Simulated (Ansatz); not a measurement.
Bi:

```
Bi
1.0
    -1.98143    1.98143    1.98143
     1.98143   -1.98143    1.98143
     1.98143    1.98143   -1.98143
Bi
1
Direct
  0.00000 0.00000 0.00000
```

This isn't the form of Bi at room conditions, which is rhombohedral.

```yaml
Program: Ansatz 0.2.0
Task: relaxation of cell and atoms
Functional: PBE
Dispersion: D3(BJ)
Potentials_or_basis: all-electron LAPW, scalar-relativistic
Basis_error_allowed: 0.001 eV/atom
k_mesh: 9 × 9 × 9
Occupations: fermi-dirac, width 0.05 eV
Spin: no spin polarisation
```

At the start: volume 31.12 Å³/atom.

Question: How do energy, volume and symmetry change on relaxing?

Answer: Over 4 steps the energy falls by 5.1 meV/atom and the volume is 30.19 Å³/atom (-3.0 %); space group Im-3m (No. 229, to 0.05 Å).

The path:
```csv
step,energy change (eV),largest force (eV/Å),volume (Å³)
1,0.0000,0.0000,31.12
2,-0.0048,0.0000,29.94
3,-0.0051,0.0000,30.19
4,-0.0051,0.0000,30.19
```

Final structure:
```xyz
1
Lattice="-1.9615 1.9615 1.9615 1.9615 -1.9615 1.9615 1.9615 1.9615 -1.9615" Properties=species:S:1:pos:R:3 pbc="T T T"
Bi    0.0000    0.0000    0.0000
```
